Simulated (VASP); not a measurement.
Write the native input for VASP 6.6.1 that does the following.

| Property | Result |
| --- | --- |
| Task | electrostatic potential |
| Functional | PBE |
| Dispersion | D3(BJ) |
| Potentials or basis | VASP PAW PBE potentials, release 64 (Ca_sv, Se) |
| Cutoff | 520 eV |
| k mesh | 8 × 8 × 8 |
| Occupations | gaussian, width 0.02 eV |
| Spin | no spin polarisation |
| Further INCAR settings | ALGO = Normal; EDIFF = 1e-06 |

The structure of CaSe lies in POSCAR:

```
CaSe                                    
1.0
   -0.0000000000      2.9385506850      2.9385506850
    2.9385506850      0.0000000000      2.9385506850
    2.9385506850      2.9385506850      0.0000000000
  Ca              Se            
     1     1
Direct
     0.0000000000000000    0.0000000000000000    0.0000000000000000
     0.5000000000000000    0.5000000000000000    0.5000000000000000
```

The cell was built by a generator and needn't be a form met in nature.

The input as run:

INCAR

```
SYSTEM = CaSe
  PREC = Accurate
  ENCUT = 520
  EDIFF = 1E-6
  ISMEAR = 0
  SIGMA = 0.02
  LREAL = .FALSE.
  LASPH = .TRUE.
  NELM = 100
  ALGO = Normal
  ISIF = 2
  LWAVE = .FALSE.
  LCHARG = .TRUE.
  GGA = PE
  IVDW = 12
  LVHAR = .TRUE.
```

KPOINTS

```
Automatic mesh
0
G
  8 8 8
  0 0 0
```

Potentials or basis: VASP PAW PBE potentials, release 64 (Ca_sv, Se).

Command:

```console
$ cat potpaw_PBE.64/Ca_sv/POTCAR potpaw_PBE.64/Se/POTCAR > POTCAR
$ mpirun -np 1 vasp_std > vasp.out
```

Results of the run:

| Item | Value |
| --- | --- |
| Pressure | 0.0 GPa |
| Band gap on the k mesh | 1.98 eV, indirect (least direct gap 2.93 eV) |
| Dispersion energy per atom | -0.361 eV |

It took 24 s on 1 thread of AMD EPYC 7R43 64-Core Processor (Zen 3), on a shared host, peak memory 0.15 GiB.
